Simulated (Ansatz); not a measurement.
A run of Ansatz 0.2.0:

Contents of input.yaml:

```yaml
crystal:
  lattice:
    - [-1.582345, 1.582345, 1.582345]
    - [1.582345, -1.582345, 1.582345]
    - [1.582345, 1.582345, -1.582345]
  atoms:
    - { symbol: W, position: [0.0, 0.0, 0.0] }
hamiltonian:
  xc: pbe
  pseudopotentials: { kind: paw }
kpoints:
  mp_grid: { grid: [9, 9, 9] }
scf:
  occupations: { method: fermi_dirac, width: 0.05 }
output:
  forces: true
  stress: true
elastic:
  mode: relaxed_ion
  stencil: two_point
```

Potentials or basis: Ansatz PAW.

The run is started by

```sh
$ ansatz run input.yaml --threads 2 --pin off --max-ram 5632MiB --backend cpu --events-out ev --progress --plain --runs-dir out
```

Hardware: 2 threads of Intel(R) Xeon(R) Processor @ 2.70GHz (shared host).

Question: Estimate the wall time of this run.

Answer: It took 4.4 s on 2 threads of Intel(R) Xeon(R) Processor @ 2.70GHz (shared host), peak memory 0.32 GiB. Counts: scf iterations 32, plane waves 321, k points 35, bands 11.
